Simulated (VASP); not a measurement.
# Se (Pm-3m) in VASP: further runs

Runs on Se. Level: RPBE. Tasks: single point.

All numbers are computed with VASP 6.6.1; they aren't measurements. Logs are shortened: lines on timing, memory, paths and dates and some standing lists are left out, and cuts for length are marked.

### Step 1. The crystal as given

The structure is cubic, space group Pm-3m (No. 221). Conventional cell: a = 2.855 Å, b = 2.855 Å, c = 2.855 Å, α = 90.00°, β = 90.00°, γ = 90.00°. Se (site symmetry m-3m) has 6 Se at 2.86 Å as nearest neighbours.

This isn't the form of Se at room conditions, which is trigonal, of chains.

### Step 2. Single point, RPBE

Contents of INCAR:

```
  PREC = Accurate
  ENCUT = 520
  EDIFF = 1E-6
  ISMEAR = -1
  SIGMA = 0.1
  LREAL = False
  LASPH = True
  NELM = 80
  ALGO = Normal
  ISIF = 2
  LWAVE = False
  LCHARG = False
  GGA = RP
  NBANDS = 9
```

Contents of KPOINTS:

```
regular mesh
0
Gamma
  18 18 18
```

Contents of POSCAR:

```
Se
1.0
    2.8553512794      0.0000000000      0.0000000000
    0.0000000000      2.8553512794      0.0000000000
    0.0000000000      0.0000000000      2.8553512794
Se
1
Direct
    0.0000000000      0.0000000000      0.0000000000
```

Potentials or basis: VASP PAW PBE potentials, release 64 (Se).

Run with:

```sh
> cat potpaw_PBE.64/Se/POTCAR > POTCAR
> mpirun -np 1 vasp_std > vasp.out
```

OUTCAR:

```text
PREC = Accurate
   ENCUT = 520
   EDIFF = 1E-6
   ISMEAR = -1
   LREAL = False
   LASPH = True
   NELM = 80
   ISIF = 2
   GGA = RP

 ion  position               nearest neighbor table
   1  0.000  0.000  0.000-

  LATTYP: Found a simple cubic cell.
 ALAT       =     2.8553512794

  Lattice vectors:

 A1 = (   2.8553512794,   0.0000000000,   0.0000000000)
 A2 = (   0.0000000000,   2.8553512794,   0.0000000000)
 A3 = (   0.0000000000,   0.0000000000,   2.8553512794)

Analysis of symmetry for initial positions (statically):
=====================================================================
 Subroutine PRICEL returns:
 Original cell was already a primitive cell.

 Routine SETGRP: Setting up the symmetry group for a
 simple cubic supercell.

 Subroutine GETGRP returns: Found 48 space group operations
 (whereof 48 operations were pure point group operations)
 out of a pool of 48 trial point group operations.

The static configuration has the point symmetry O_h .

Analysis of symmetry for dynamics (positions and initial velocities):
=====================================================================
 Subroutine PRICEL returns:
 Original cell was already a primitive cell.

 Routine SETGRP: Setting up the symmetry group for a
 simple cubic supercell.

 Subroutine GETGRP returns: Found 48 space group operations
 (whereof 48 operations were pure point group operations)
 out of a pool of 48 trial point group operations.

The dynamic configuration has the point symmetry O_h .

 Subroutine INISYM returns: Found 48 space group operations
 (whereof 48 operations are pure point group operations),
 and found     1 'primitive' translations

----------------------------------------------------------------------------------------

                                     Primitive cell

  volume of cell :      23.2798

  direct lattice vectors                    reciprocal lattice vectors
     2.855351279  0.000000000  0.000000000     0.350219606  0.000000000  0.000000000
     0.000000000  2.855351279  0.000000000     0.000000000  0.350219606  0.000000000
     0.000000000  0.000000000  2.855351279     0.000000000  0.000000000  0.350219606

  length of vectors
     2.855351279  2.855351279  2.855351279     0.350219606  0.350219606  0.350219606

  position of ions in fractional coordinates (direct lattice)
     0.000000000  0.000000000  0.000000000

  ion indices of the primitive-cell ions
   primitive index   ion index
                 1           1

----------------------------------------------------------------------------------------

 KPOINTS: regular mesh

Automatic generation of k-mesh.
 Grid dimensions read from file:
 generate k-points for:   18   18   18

 Generating k-lattice:

  Cartesian coordinates                     Fractional coordinates (reciprocal lattice)
     0.019456645  0.000000000  0.000000000     0.055555556  0.000000000  0.000000000
     0.000000000  0.019456645  0.000000000     0.000000000  0.055555556  0.000000000
     0.000000000  0.000000000  0.019456645     0.000000000  0.000000000  0.055555556

  Length of vectors
     0.019456645  0.019456645  0.019456645

  Shift w.r.t. Gamma in fractional coordinates (k-lattice)
     0.000000000  0.000000000  0.000000000

 Subroutine IBZKPT returns following result:
 ===========================================

 Found    220 irreducible k-points:

 Following reciprocal coordinates:
            Coordinates               Weight
  0.000000  0.000000  0.000000      1.000000
  0.055556  0.000000  0.000000      6.000000
  0.111111  0.000000  0.000000      6.000000
  0.166667  0.000000  0.000000      6.000000
  0.222222  0.000000  0.000000      6.000000
  0.277778  0.000000  0.000000      6.000000
[... 16 lines left out ...]
  0.277778  0.111111  0.000000     24.000000
  0.333333  0.111111  0.000000     24.000000
 [... further k-points ...]
   k-points           NKPTS =    220   k-points in BZ     NKDIM =    220   number of bands    NBANDS=      9
   number of dos      NEDOS =    301   number of ions     NIONS =      1
   total plane-waves  NPLWV =  13824
   dimension x,y,z NGX =    24 NGY =   24 NGZ =   24
   dimension x,y,z NGXF=    48 NGYF=   48 NGZF=   48
   ions per type =               1
   NGX,Y,Z   is equivalent  to a cutoff of  13.97, 13.97, 13.97 a.u.
   NGXF,Y,Z  is equivalent  to a cutoff of  27.95, 27.95, 27.95 a.u.
 SYSTEM =  unknown system
   PREC   = accura    normal or accurate (medium, high low for compatibility)
   ISTART =      0    job   : 0-new  1-cont  2-samecut
   ICHARG =      2    charge: 1-file 2-atom 10-const
   ISPIN  =      1    spin polarized calculation?
   LNONCOLLINEAR =      F non collinear calculations
   LSORBIT =      F    spin-orbit coupling
   LASPH  =      T    aspherical Exc in radial PAW
   ENCUT  =  520.0 eV  38.22 Ry    6.18 a.u.   5.31  5.31  5.31*2*pi/ulx,y,z
   NELM   =     80;   NELMIN=  2; NELMDL= -5     # of ELM steps
   EDIFF  = 0.1E-05   stopping-criterion for ELM
   LREAL  =      F    real-space projection
   EDIFFG = 0.1E-04   stopping-criterion for IOM
   NSW    =      0    number of steps for IOM
   IBRION =     -1    ionic relax: 0-MD 1-quasi-New 2-CG
   NFREE  =      0    steps in history (QN), initial steepest desc. (CG)
   ISIF   =      2    stress and relaxation
   ISYM   =      2    0-nonsym 1-usesym 2-fastsym
   POTIM  = 0.5000    time-step for ionic-motion
   TEBEG  =    0.0;   TEEND  =   0.0 temperature during run
   PSTRESS=    0.0 pullay stress
   NELECT =       6.0000    total number of electrons
   NUPDOWN=      -1.0000    fix difference up-down
   EMIN   =  10.00;   EMAX   =-10.00  energy-range for DOS
   EFERMI =   0.00;   METHOD = LEGACY
   ISMEAR =    -1;   SIGMA  =   0.10  broadening in eV -4-tet -1-fermi 0-gaus
   EFERMI_NEDOS =   21; number of points for ismear=-14 and -15
   IALGO  =     38    algorithm
   IMIX   =      4    mixing-type and parameters
     AMIX     =   0.40;   BMIX     =  1.00
     AMIX_MAG =   1.60;   BMIX_MAG =  1.00
  volume/ion in A,a.u.               =      23.28       157.10
  Fermi-wavevector in a.u.,A,eV,Ry     =   1.041835  1.968783 14.768044  1.085421
  Thomas-Fermi vector in A             =   2.176474
   LORBIT       =      0    0 simple, 1 ext, 2 COOP (PROOUT), +10 PAW based schemes
   GGA     = RP    functional components
   LHFCALC =     F    Hartree Fock is set to
   AEXX    =    0.0000 exact exchange contribution
   IVDW    =     0    specifies the selected vdW correction
   LEPSILON=     F    determine dielectric tensor
   LRPA    =     F    only Hartree local field effects (RPA)
 non-spin polarized calculation
  energy-cutoff  :      520.00
  volume of cell :       23.28
 maximum number of plane-waves:       647
 NGX is ok and might be reduce to    24
   NGX = 11   NGY = 11   NGZ = 11

 number of electron       5.9999999 magnetization

 Free energy of the ion-electron system (eV)
  ---------------------------------------------------
  ext. energy  EPLUGINS =         0.00000000
  ---------------------------------------------------
  free energy    TOTEN  =        -2.94564349 eV

  energy without entropy =       -2.92482130  energy(sigma->0) =       -2.93523239

 E-fermi :   4.4596     XC(G=0):  -9.6706

 val. band max:        4.4554844387   @ k =   0.3889   0.1667   0.1111
 cond. band min:       4.4878551096   @ k =   0.1111   0.1111   0.1111
 fundamental gap:      0.0323706709
 Fermi energy:         4.4595680895

 k-point     1 :       0.0000    0.0000    0.0000
  band No.  band energies     occupation
      1     -11.3227      2.00000
      2       5.7883      0.00000
      3       5.7883      0.00000
      4       5.7883      0.00000
      5      12.2417      0.00000
      6      12.2417      0.00000
      7      12.3325      0.00000
      8      26.2722      0.00000
      9      26.2722      0.00000

 k-point     2 :       0.0556    0.0000    0.0000
  band No.  band energies     occupation
      1     -11.2805      2.00000
      2       5.3144      0.00039
      3       5.8213      0.00000
      4       5.8213      0.00000
      5      12.2848      0.00000
      6      12.3521      0.00000
      7      12.8397      0.00000
      8      25.3765      0.00000
      9      25.3765      0.00000

 k-point     3 :       0.1111    0.0000    0.0000
  band No.  band energies     occupation
      1     -11.1557      2.00000
      2       4.2195      1.83382
      3       5.9183      0.00000
      4       5.9183      0.00000
      5      12.4127      0.00000
      6      12.5086      0.00000
      7      14.2001      0.00000
      8      23.9692      0.00000
      9      23.9692      0.00000

 k-point     4 :       0.1667    0.0000    0.0000
  band No.  band energies     occupation
      1     -10.9531      2.00000
      2       2.9222      2.00000
      3       6.0728      0.00000
      4       6.0728      0.00000
      5      12.6209      0.00000
      6      12.7650      0.00000
      7      15.9010      0.00000
      8      22.5788      0.00000
      9      22.5788      0.00000
[... 205 lines left out ...]
 k-point    22 :       0.2222    0.1111    0.0000
  band No.  band energies     occupation
      1     -10.5161      2.00000
      2       1.7774      2.00000
      3       4.7624      0.09231
      4       6.4004      0.00000
      5      13.1861      0.00000
      6      14.7323      0.00000
      7      17.3906      0.00000
      8      19.7884      0.00000
      9      21.4313      0.00000

 k-point    23 :       0.2778    0.1111    0.0000
  band No.  band energies     occupation
      1     -10.1950      2.00000
      2       0.5726      2.00000
      3       5.0238      0.00707
      4       6.6271      0.00000
      5      13.5652      0.00000
      6      14.9371      0.00000
      7      17.4810      0.00000
      8      20.1760      0.00000
      9      20.3225      0.00000

 k-point    24 :       0.3333    0.1111    0.0000
  band No.  band energies     occupation
      1      -9.8510      2.00000
      2      -0.4789      2.00000
      3       5.2937      0.00048
      4       6.8566      0.00000
      5      13.9851      0.00000
      6      15.0238      0.00000
      7      17.0319      0.00000
      8      19.3940      0.00000
      9      20.3137      0.00000

 [... further k-points ...]

------------------------ aborting loop because EDIFF is reached ----------------------------------------

  FORCE on cell =-STRESS in cart. coord.  units (eV):
  Direction    XX          YY          ZZ          XY          YZ          ZX
  --------------------------------------------------------------------------------------
  -------------------------------------------------------------------------------------
  Total        0.0140772      0.0140772      0.0140772     -0.0000000     -0.0000000      0.0000000
  in kB        0.9688311      0.9688311      0.9688311     -0.0000000     -0.0000000      0.0000000
  external PRESSURE =       0.9688311 kB  Pullay stress =       0.0000000 kB

 VOLUME and BASIS-vectors are now :
 -----------------------------------------------------------------------------
  energy-cutoff  :      520.00
  volume of cell :       23.28
      direct lattice vectors                 reciprocal lattice vectors
     2.855351279  0.000000000  0.000000000     0.350219606  0.000000000  0.000000000
     0.000000000  2.855351279  0.000000000     0.000000000  0.350219606  0.000000000
     0.000000000  0.000000000  2.855351279     0.000000000  0.000000000  0.350219606

 POSITION                                       TOTAL-FORCE (eV/Angst)
 -----------------------------------------------------------------------------------
      0.00000      0.00000      0.00000         0.000000      0.000000      0.000000
 -----------------------------------------------------------------------------------
    total drift:                                0.000000      0.000000      0.000000

  FREE ENERGIE OF THE ION-ELECTRON SYSTEM (eV)
  ---------------------------------------------------
  free  energy   TOTEN  =        -2.9456434854 eV

  energy  without entropy=       -2.9248213010  energy(sigma->0) =       -2.93523239
```

Run time: 19 s. Hardware: 1 thread of Intel Xeon Platinum 8259CL at 2.50GHz (Skylake/Cascade Lake), shared host; peak memory 0.17 GiB.

What came out:

| Property | Result |
| --- | --- |
| Free energy | -2.9456 eV |
| Pressure | 0.1 GPa |
| Band gap on the k mesh | none (metal or under the smearing width) |

Caveat: the PAW data sets were made with another functional, which shifts forces and pressure a little.

### Step 3. Single point, RPBE

Contents of INCAR:

```
SYSTEM = Se
  PREC = Accurate
  ENCUT = 520
  EDIFF = 1E-6
  ISMEAR = -1
  SIGMA = 0.1
  LREAL = .False.
  LASPH = .True.
  NELM = 80
  ALGO = Fast
  ISIF = 2
  LWAVE = .False.
  LCHARG = .True.
  GGA = RP
  LELF = .True.
  LVHAR = .True.
  NBANDS = 9
```

Contents of KPOINTS:

```
Automatic mesh
0
Gamma
  12 12 12
  0 0 0
```

POSCAR is that of step 2.

Potentials or basis: VASP PAW PBE potentials, release 64 (Se).

Run with:

```sh
> cat potpaw_PBE.64/Se/POTCAR > POTCAR
> mpirun -np 1 vasp_std > vasp.out
```

It took 9.1 s on 1 thread of Intel Xeon Platinum 8259CL at 2.50GHz (Skylake/Cascade Lake), shared host; peak memory 0.14 GiB.

It converged, with:

```
Free energy            : -2.9489 eV
Pressure               : 0.1 GPa
Band gap on the k mesh : none (metal or under the smearing width)
```

Levels at points of the mesh, in eV from the Fermi level:
```tsv
k point	band 1	band 2	band 3	band 4	band 5	band 6	band 7	band 8
(0.00, 0.00, 0.00)	-15.77	1.34	1.34	1.34	7.79	7.79	7.88	21.82
(0.50, 0.00, 0.00)	-13.82	-6.67	2.68	2.68	9.86	11.40	12.58	13.47
(0.50, 0.50, 0.00)	-11.88	-4.84	-4.84	3.22	3.89	13.15	15.56	15.56
(0.50, 0.50, 0.50)	-9.90	-3.23	-3.23	-3.23	5.99	5.99	5.99	10.21
```

Caveat: the PAW data sets were made with another functional, which shifts forces and pressure a little.

### Step 4. Single point, RPBE

This run uses another cell than the first one, of 25.14 Å³/atom, 1.080 times its volume.

INCAR, as its differences from that of step 3:

```diff
@@ -9,3 +9,3 @@
   NELM = 80
-  ALGO = Fast
+  ALGO = Normal
   ISIF = 2
```

KPOINTS is that of step 3.

Contents of POSCAR:

```
Se
1.0
    2.9295492043      0.0000000000      0.0000000000
    0.0000000000      2.9295492043      0.0000000000
    0.0000000000      0.0000000000      2.9295492043
Se
1
Direct
    0.0000000000      0.0000000000      0.0000000000
```

Run with:

```sh
> cat potpaw_PBE.64/Se/POTCAR > POTCAR
> mpirun -np 1 vasp_std > vasp.out
```

It took 8.9 s on 1 thread of Intel Xeon Platinum 8259CL at 2.50GHz (Skylake/Cascade Lake), shared host; peak memory 0.14 GiB.

Results (log left out):

```
Free energy            : -2.9240 eV
Pressure               : -4.0 GPa
Band gap on the k mesh : none (metal or under the smearing width)
```

Levels at points of the mesh, in eV from the Fermi level:
```
           k point  band 1  band 2  band 3  band 4  band 5  band 6  band 7  band 8
(0.00, 0.00, 0.00)  -15.14    1.23    1.23    1.23    7.52    7.93    7.93   21.09
(0.50, 0.00, 0.00)  -13.44   -6.02    2.39    2.39    9.86   10.88   12.31   13.31
(0.50, 0.50, 0.00)  -11.78   -4.38   -4.38    3.44    3.67   12.70   15.26   15.26
(0.50, 0.50, 0.50)  -10.11   -2.93   -2.93   -2.93    6.28    6.28    6.28   10.41
```

Caveat: the PAW data sets were made with another functional, which shifts forces and pressure a little.

### Step 5. The runs side by side

```csv
cell,k mesh,gap on the mesh (eV),pressure (GPa)
"Pm-3m, 23.28 Å³/atom",18 × 18 × 18,none,0.1
"Pm-3m, 23.28 Å³/atom",12 × 12 × 12,none,0.1
"Pm-3m, 25.14 Å³/atom",12 × 12 × 12,none,-4.0
```

Alike in all rows: task single point; level RPBE; potentials or basis VASP PAW PBE potentials, release 64 (Se); no spin polarisation; cutoff (eV) 520; smearing fermi-dirac 0.1 eV.

Every run on the cell as given and a fine mesh finds a metal.

Caveats: the PAW data sets were made with another functional, which shifts forces and pressure a little.

Absolute energies hang on the potentials; compare differences alone.
